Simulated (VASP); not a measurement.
Set up this calculation in VASP 6.6.1, as the native input.

| Quantity | Value |
| --- | --- |
| Task | work function |
| Functional | PBEsol |
| Potentials or basis | VASP PAW PBE potentials, release 64 (Al, N) |
| Cutoff | 520 eV |
| k mesh | 8 × 6 × 1 |
| Occupations | gaussian, width 0.05 eV |
| Spin | no spin polarisation |
| Dipole correction | yes |
| Further INCAR settings | ALGO = Normal; EDIFF = 1e-07 |

The structure of AlN lies in POSCAR:

```
AlN                                     
1.0
    3.1130000000      0.0000000000      0.0000000000
    0.0000000000      4.9810000000      0.0000000000
    0.0000000000      0.0000000000     24.9864569400
  Al              N             
     8     8
Direct
     0.0000000001000018    0.0237087336063063    0.3305984280453588
     0.5000000000000000    0.4917531159158333    0.3528005661212656
     0.5000000001000018    0.9999569726338055    0.4297496329394173
     0.0000000000000000    0.4961056272432288    0.4631300776584765
     0.0000000001000018    0.9961056272432288    0.5368699223415234
     0.5000000000000000    0.4999569726338056    0.5702503670605824
     0.5000000001000018    0.9917531159158333    0.6471994338787345
     0.0000000000000000    0.5237087336063064    0.6694015719546412
     0.0000000001000018    0.3761657718847309    0.3216810232929579
     0.5000000000000000    0.8735578820783958    0.3560133481153681
     0.5000000001000018    0.3797476548557552    0.4280498528954623
     0.0000000000000000    0.8790042417819549    0.4641324487872404
     0.0000000001000018    0.3790042417819547    0.5358675512127598
     0.5000000000000000    0.8797476548557553    0.5719501471045375
     0.5000000001000018    0.3735578820783955    0.6439866518846319
     0.0000000000000000    0.8761657718847313    0.6783189767070422
```

These files were run (other wordings do the same):

INCAR

```
ALGO     = Normal         # electronic algorithm
DIPOL    = 0.5 0.5 0.500
EDIFF    = 1E-7           # SCF threshold, eV
ENCUT    = 520            # plane-wave cutoff, eV
GGA      = PS             # functional
IDIPOL   = 3            
ISIF     = 2              # what is computed and relaxed
ISMEAR   = 0              # smearing method
KPAR     = 8            
LASPH    = True           # aspherical terms in the spheres
LCHARG   = True           # write CHGCAR
LDIPOL   = True         
LREAL    = False          # projectors in reciprocal space
LVACPOTAV= True         
LVHAR    = True         
LWAVE    = False          # write WAVECAR
NELM     = 100            # most SCF steps
PREC     = Accurate       # precision mode
SIGMA    = 0.05           # smearing width, eV
```

KPOINTS

```
k-points
0
Gamma
  8 6 1
```

Potentials or basis: VASP PAW PBE potentials, release 64 (Al, N).

Launch:

```bash
$ cat potpaw_PBE.64/Al/POTCAR potpaw_PBE.64/N/POTCAR > POTCAR
$ mpirun -np 8 vasp_std > vasp.out
```

It gave:

```json
{
 "Largest force": "0.010 eV/Å",
 "Band gap on the k mesh": "2.69 eV, indirect (least direct gap 2.77 eV)",
 "Ionisation potential of the upper face": "5.73 eV"
}
```

Caveat: the PAW data sets were made with another functional, which shifts forces and pressure a little.

It took 2.1 min on 8 MPI ranks on Intel(R) Xeon(R) Platinum 8259CL CPU @ 2.50GHz (Skylake/Cascade Lake) (shared host), peak memory 0.57 GiB a rank.
